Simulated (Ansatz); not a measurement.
Crystal: Ni.

```
Ni
1.0
    -1.38372    1.38372    1.38372
     1.38372   -1.38372    1.38372
     1.38372    1.38372   -1.38372
Ni
1
Direct
  0.00000 0.00000 0.00000
```

This isn't the form of Ni at room conditions, which is fcc.

Program: Ansatz 0.2.0. Alike in all runs: potentials or basis all-electron LAPW, scalar-relativistic; cell as given; k mesh 13 × 13 × 13; cutoff (eV) 339; smearing fermi-dirac 0.05 eV; basis error allowed 0.001 eV/atom.

Problem. Order these runs on this cell by their pressure, lowest first.
A. level PBEsol; spin off
B. level PBEsol+U; spin collinear, ferromagnetic start; U Ni d U = 2 eV
C. level LDA; spin collinear, ferromagnetic start

Solution. C (-10.3 GPa), A (-4.5 GPa), B (-2.2 GPa).

Caveats: the magnetic state may not be the lowest (some runs); U is the effective U less J, on atomic orbitals that reach past the spheres (some runs); the U is typed as a test and isn't derived for this compound (some runs).

Not every run made on this cell is shown here.
